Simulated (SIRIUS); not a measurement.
**I: single point with PBEsol**

I:

```
I
1.0
     3.63503   -2.39502    0.00000
     3.63503    2.39502    0.00000
     0.00000    0.00000    9.79344
I
4
Cartesian
  3.6359 -0.7347 3.7504
  3.6085 1.6478 1.1127
  3.6783 0.6668 6.0276
  3.6349 -1.6587 8.6397
```

The cell isn't the ideal one: atoms moved at random.

```
Program                                     : SIRIUS 7.12.0
Task                                        : single point
Functional                                  : PBEsol
Potentials or basis                         : all-electron FP-LAPW
Cutoff                                      : 163 eV
Basis                                       : apw+lo standard
k mesh                                      : 7 × 7 × 3
Occupations                                 : fermi-dirac, width 0.05 eV
Spin                                        : no spin polarisation
Muffin tin radii                            : I 2.43 bohr
Basis cutoff (gk_cutoff)                    : 3.46 1/bohr
Cutoff of density and potential (pw_cutoff) : 20 1/bohr
lmax of the basis                           : 10
lmax of density and potential               : 8
Valence relativity                          : iora
Core states                                 : I 1s2s2p3s3p3d
Local orbitals (radial functions)           : I 14
Reference energy of the basis               : 0.08 Ha
Smallest sphere radius times basis cutoff   : 8.41
Start of the SCF                            : LDA density
```

```json
{
 "Largest force": "0.826 eV/Å",
 "Band gap on the k mesh": "1.25 eV, indirect (least direct gap 1.34 eV)",
 "All electrons inside the program's atomic spheres": "I 50.33, 50.32 (radii I 2.43 bohr)"
}
```

Forces on the atoms (eV/Å):
```
I   -0.003 -0.398 -0.724
I    0.010 -0.147  0.488
I   -0.013  0.384  0.713
I    0.006  0.161 -0.477
```

Levels at points of the mesh, in eV from the valence-band top:
| k point | band 46 | band 47 | band 48 | band 49 | band 50 | band 51 | band 52 | band 53 | band 54 | band 55 |
| --- | --- | --- | --- | --- | --- | --- | --- | --- | --- | --- |
| (0.00, 0.00, 0.00) | -1.14 | -1.06 | -0.55 | -0.07 | 0.00 | 1.34 | 2.17 | 5.12 | 5.18 | 5.39 |

Run time: 21 min on 1 thread of Arm Neoverse V2, with other jobs on the host, peak memory 1.6 GiB.

Caveat: spin-orbit coupling is left out, which moves the levels of the heavy elements; an odd mesh through Γ misses points on the zone boundary, where band edges often lie.
